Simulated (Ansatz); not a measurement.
System: CsCl (CsCl type), 2 atoms in the cell.

```
CELL_PARAMETERS angstrom
4.20000 0.00000 0.00000
0.00000 4.20000 0.00000
0.00000 0.00000 4.20000
ATOMIC_POSITIONS crystal
Cs 0.00000 0.00000 0.00000
Cl 0.50000 0.50000 0.50000
```

Level of theory: PBE with spin–orbit coupling, plane waves, PAW datasets (earlier set, tuned by hand) (Ansatz).

Cutoff 660 eV; k-mesh 6×6×6 Γ-centred; Fermi–Dirac smearing of 0.02 eV.

(1) How large is the gap on this mesh, is it direct, and where do the band edges lie (fractions of the reciprocal vectors of this cell)?

(2) List the levels near the gap at (0.000, 0.000, 0.000), (0.000, 0.333, 0.333), (0.000, -0.500, -0.500), (0.167, 0.167, -0.500), (0.167, 0.333, 0.333), in eV from the top of the valence band (v1 is the highest filled band, c1 the lowest empty one).

Results:

(1) 4.96 eV, direct at (0.000, 0.000, 0.000).

(2) 
```json
{"k": "(0.000, 0.000, 0.000)", "v4": "0.00", "v3": "0.00", "v2": "0.00", "v1": "0.00", "c1": "4.96", "c2": "4.96", "c3": "5.38"}
{"k": "(0.000, 0.333, 0.333)", "v4": "-0.40", "v3": "-0.40", "v2": "-0.14", "v1": "-0.14", "c1": "6.12", "c2": "6.12", "c3": "6.58"}
{"k": "(0.000, -0.500, -0.500)", "v4": "-0.46", "v3": "-0.46", "v2": "-0.09", "v1": "-0.09", "c1": "5.84", "c2": "5.84", "c3": "5.92"}
{"k": "(0.167, 0.167, -0.500)", "v4": "-0.46", "v3": "-0.46", "v2": "-0.18", "v1": "-0.18", "c1": "6.96", "c2": "6.96", "c3": "7.19"}
{"k": "(0.167, 0.333, 0.333)", "v4": "-0.51", "v3": "-0.51", "v2": "-0.30", "v1": "-0.30", "c1": "6.78", "c2": "6.78", "c3": "6.94"}
```

Semilocal functionals give gaps that mostly lie well below measured ones.
